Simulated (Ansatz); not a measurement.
## Zone-centre modes in WS2

Theory: DFT PBE, scalar-relativistic, plane waves, PAW (Ansatz). Settings: plane waves to 420 eV, k-mesh 12×12×2 (Γ-centred), Gaussian smearing 0.05 eV. Spin–orbit coupling is left out, which can shift energies with elements as heavy as these. No spin polarisation.

The undisturbed cell (relaxed at this level):

```
CELL_PARAMETERS angstrom
3.18778 0.00000 0.00000
-1.59389 2.76070 0.00000
0.00000 0.00000 14.77496
ATOMIC_POSITIONS crystal
W 0.33333 0.66667 0.25000
W 0.66667 0.33333 0.75000
S 0.33333 0.66667 0.64367
S 0.66667 0.33333 0.14367
S 0.33333 0.66667 0.85633
S 0.66667 0.33333 0.35633
```

The cell holds layers and no dispersion correction was added, so their binding is poorly described.

Harmonic modes by finite displacements of 0.02 Å, without the LO–TO term.

Q: At this geometry, is the structure stable against these modes?

A: Barely, if at all: no mode is imaginary beyond 10 cm⁻¹, but one beside the three translations lies at 4 cm⁻¹, within the noise of such a run.

Q: List the wavenumbers in cm⁻¹.

A: 0, 0, 0, 4, 4, 8, 287, 287, 287, 287, 344, 344, 344, 344, 407, 407, 426, 426.